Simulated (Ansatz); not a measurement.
Runs of Ansatz 0.2.0 on CuO. The typed cell holds 2 atoms: a = 2.993 Å, b = 2.993 Å, c = 2.993 Å, α = 60.00°, β = 60.00°, γ = 60.00°. The cell comes from a database or a generator and needn't be the stable form of this composition.

```csv
task,level,U,cell,cutoff (eV),points for each segment of the path,hubbard projectors,double counting,gap on the mesh (eV),pressure (GPa),relaxed volume (Å³/atom),largest force (eV/Å)
relaxation of cell and atoms,PBEsol+D3(BJ),-,relaxed,420,-,-,-,none,0.0,8.89,-
band structure,PBEsol,-,as given,420,14,-,-,none,(b),-,0.78
band structure,PBEsol+U,Cu d U = 4.5 eV,as given,420,14,ortho-atomic (the default),fll (the default),none,11.3,-,(c)
band structure,BLYP,-,as given,420,14,-,-,none,26.0,-,1.00
band structure,LDA+U,Cu d U = 5.3 eV,as given,420,14,ortho-atomic (the default),fll (the default),none,(a),-,0.95
band structure,LDA+U,Cu d U = 4.5 eV,as given,420,14,ortho-atomic (the default),fll (the default),none,3.8,-,0.89
relaxation of cell and atoms,BLYP+D3(BJ),-,relaxed,420,-,-,-,none,0.0,9.38,-
band structure,PBEsol+U,Cu d U = 5.3 eV,as given,420,14,ortho-atomic (the default),fll (the default),none,(d),-,1.12
density of states,LDA,-,as given,420,-,-,-,none,1.5,-,0.60
band structure,r2SCAN,-,as given,500,14,-,-,none,11.0,-,0.88
band structure,r2SCAN+U,Cu d U = 4.5 eV,as given,500,14,ortho-atomic (the default),fll (the default),none,13.1,-,1.14
```

Alike in all rows: potentials or basis Ansatz PAW; no spin polarisation; k mesh 11 × 11 × 11; smearing fermi-dirac 0.05 eV.

Q: Fill in the values left out.

A: (a) 4.4; (b) 9.1; (c) 1.07; (d) 11.9.

Caveats: an odd number of electrons without spin polarisation forces a metal; a magnetic or distorted state may lie lower; the run has no spin polarisation, though such a crystal can be magnetic; the PAW data sets come from PBE, with cores solved anew for the run's functional, which leaves a small shift of forces and pressure; semilocal functionals often make such compounds metallic where correlation or magnetic order opens a gap, which also shifts bond lengths (some runs); U without spin polarisation on a metal has little footing (some runs); the plane-wave basis is chosen anew once the cell has moved, so the energies of steps on either side of that aren't comparable (some runs).

A k mesh can miss the band edges.

A gap of «none» marks a metal or a gap under the smearing width.

Not every run made on this cell is shown here.
